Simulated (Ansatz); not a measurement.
BAs (started from an entry of an open crystallographic database), relaxed with r2SCAN in the plane-wave code Ansatz: space group F-43m (No. 216), cubic; conventional cell a = 4.784 Å, 13.68 Å³ an atom. Around B lie 4 As at 2.07 Å; around As lie 4 B at 2.07 Å. The cell was then strained (x, y and z are the cube axes), with the atoms relaxed again; stress is positive in compression. Spin-unpolarised throughout; all numbers are computed.

- Epitaxial strain of -1.14 % in the (001) plane: the free normal strain is +0.53 % and the in-plane stress changes by +3.88 GPa.
- In that film r2SCAN's threefold valence top at Γ splits as 2+1 from the top, by 0.177 eV.

Problem. What do the film's normal strain and stress say about the elastic constants?

Solution. ε⊥/ε∥ = (+0.0053)/(-0.0114) = -0.46, which linear elasticity sets to −2C₁₂/C₁₁. The biaxial modulus is M = −Δσ/ε∥ = 340 GPa.

Problem. How much elastic energy does the film store, with 13.68 Å³ an atom?

Solution. u = M ε∥² = −Δσ ε∥ = -3.88 × (-0.0114) = 0.0442 GPa, and 1 GPa Å³ is 6.2415 meV: 3.78 meV an atom. The total energies of the two runs differ by 3.72 meV an atom.

Problem. Extract the shear deformation potential b.

Solution. Without spin-orbit coupling the splitting is 3|b| |ε_zz − ε_xx| = 3|b| × 0.0167, so |b| = 0.177/0.0501 = 3.53 eV.

Where an edge lies off the special points, it is a point of the mesh or the k point where a search put PBE's edge or least direct gap, reused for the other functionals, whose own edges may lie a little apart.
